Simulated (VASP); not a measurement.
Write the native input for VASP 6.6.1 that does the following.

```yaml
Task: optical spectrum
Functional: PBE
Dispersion: MBD-FI
Potentials_or_basis: VASP PAW PBE potentials, release 64 (Pb_d)
Cutoff: 520 eV
k_mesh: 7 × 7 × 7
Occupations: fermi-dirac, width 0.1 eV
Spin: spin-orbit coupling, no magnetisation
Further_INCAR_settings: ALGO = Normal; EDIFF = 1e-06; NBANDS = 110
```

The structure of Pb lies in POSCAR:

```
Pb
3.4043
    0.000000000000      0.707098903358      0.707098903358
    0.707098903358      0.000000000000      0.707098903358
    0.707098903358      0.707098903358      0.000000000000
Pb
1
Direct
    0.0000000000      0.0000000000      0.0000000000
```

The cell isn't the ideal one: volume scaled by 0.92.

One way to write it, as run:

INCAR

```
PREC = Accurate ; ENCUT = 520
EDIFF = 1E-6 ; ISMEAR = -1
SIGMA = 0.1 ; LREAL = False
LASPH = True ; NELM = 60
ALGO = Normal ; ISIF = 2
LWAVE = False ; LCHARG = False
MAGMOM = 0 0 0 ; LORBIT = 11
LSORBIT = True ; GGA_COMPAT = False
GGA = PE ; IVDW = 263
LOPTICS = True ; NBANDS = 110
NEDOS = 2000 ; CSHIFT = 0.05
```

KPOINTS

```
regular mesh
0
Gamma
  7 7 7
```

Potentials or basis: VASP PAW PBE potentials, release 64 (Pb_d).

Run with:

```console
$ cat potpaw_PBE.64/Pb_d/POTCAR > POTCAR
$ mpirun -np 1 vasp_ncl > vasp.out
```

Results of the run:

The pressure is 6.1 GPa and the valence electrons inside the program's atomic spheres are Pb 12.02. The dispersion energy per atom is -0.355 eV.

Caveat: spectra need much finer meshes, so this one isn't converged; independent-particle spectra lack excitons.

It took 2.6 min on 1 thread of Intel(R) Xeon(R) Platinum 8488C (Sapphire Rapids), with other jobs on the host, peak memory 0.3 GiB.
